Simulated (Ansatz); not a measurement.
# Ir: single point with PBE

Crystal: Ir.

```
Ir
1.0
     0.00000    1.91560    1.91560
     1.91560    0.00000    1.91560
     1.91560    1.91560    0.00000
Ir
1
Direct
  0.00000 0.00000 0.00000
```

| Property | Result |
| --- | --- |
| Program | Ansatz 0.2.0 |
| Task | single point |
| Functional | PBE |
| Potentials or basis | Ansatz PAW |
| Cutoff | 420 eV (not typed: the program's choice for these potentials) |
| k mesh | 12 × 12 × 12 |
| Occupations | gaussian, width 0.02 eV |
| Spin | no spin polarisation |

* Pressure: 11.1 GPa
* Band gap on the k mesh: none (metal or under the smearing width)

Levels at points of the mesh, in eV from the Fermi level:
```
             k point  band 5  band 6  band 7  band 8  band 9  band 10  band 11  band 12
  (0.00, 0.00, 0.00)  -11.22   -3.96   -3.96   -3.96   -1.24    -1.24    13.56    19.10
 (0.00, 0.00, -0.50)   -8.20   -4.07   -4.07   -0.82    0.89     0.89     7.32    13.22
(0.00, -0.50, -0.50)   -8.03   -7.45    0.85    1.48    1.48     1.65    10.59    11.48
```

Run time: 0.57 s on 2 threads of Arm Neoverse V1 (shared host), peak memory 0.26 GiB.

The run has no spin-orbit coupling, so splittings on Ir are missing.
